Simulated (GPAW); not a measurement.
Runs of GPAW 26.7.0 on CuO. Symmetry: F-43m, No. 216, cubic system. The conventional cell has a = 4.655 Å, b = 4.655 Å, c = 4.655 Å, α = 90.00°, β = 90.00°, γ = 90.00°. Cu (site symmetry -43m) is surrounded by 4 O at 2.02 Å. Around O (site symmetry -43m) lie 4 Cu at 2.02 Å. Measurements of this composition are mostly on another form, of space group No. 15.

```tsv
task	level	potentials or basis	spin	U	cell	k mesh	smearing	optimizer	fmax	max steps	target pressure	convergence	gap on the mesh (eV)	pressure (GPa)	moment (μB)
single point	PBE	GPAW PAW data sets (gpaw-data 1.2.1), pw	off	-	atoms moved at random, drawn with an rms of 0.05 Å	10 × 10 × 10	fermi-dirac 0.05 eV	-	-	-	-	-	none	-8.3	-
single point	r2SCAN+U	GPAW PAW data sets (gpaw-data 1.2.1), pw	collinear, ferromagnetic start	Cu d U = 6 eV	as given	7 × 7 × 7	gaussian 0.05 eV	-	-	-	-	-	none	(a)	0.00
relaxation of cell and atoms	LDA	the program's PAW data sets (release 1.2.1) made for this functional, pw	off	-	relaxed to 30 GPa	10 × 10 × 10	fermi-dirac 0.05 eV	BFGS	0.02 eV/Å	60	30 GPa	density=1e-05 forces=0.0001	none	30.0	-
single point	r2SCAN+U	GPAW PAW data sets (gpaw-data 1.2.1), pw	collinear, zero start	Cu d U = 8 eV	as given	7 × 7 × 7	gaussian 0.05 eV	-	-	-	-	-	none	-12.8	0.00
relaxation of cell and atoms	LDA	the program's PAW data sets (release 1.2.1) made for this functional, pw	off	-	relaxed	10 × 10 × 10	fermi-dirac 0.05 eV	BFGS	0.02 eV/Å	60	-	density=1e-05 forces=0.0001	none	-0.1	-
```

Alike in all rows: cutoff (eV) 800.

Task: Estimate the missing entries.

Result: (a) -13.3.

Caveats: with this Cu data set, volumes or pressures lay over 1.5 % or 2 GPa off other programs in two to four cells of ten; an odd number of electrons without spin polarisation forces a metal (some runs); a magnetic or distorted state may lie lower (some runs); semilocal functionals often make such compounds metallic where correlation or magnetic order opens a gap, which also shifts bond lengths (some runs); the PAW data sets were made with another functional, which shifts forces and pressure a little (some runs); later steps reuse the first step's grids (some runs).

A gap of «none» marks a metal or a gap under the smearing width.
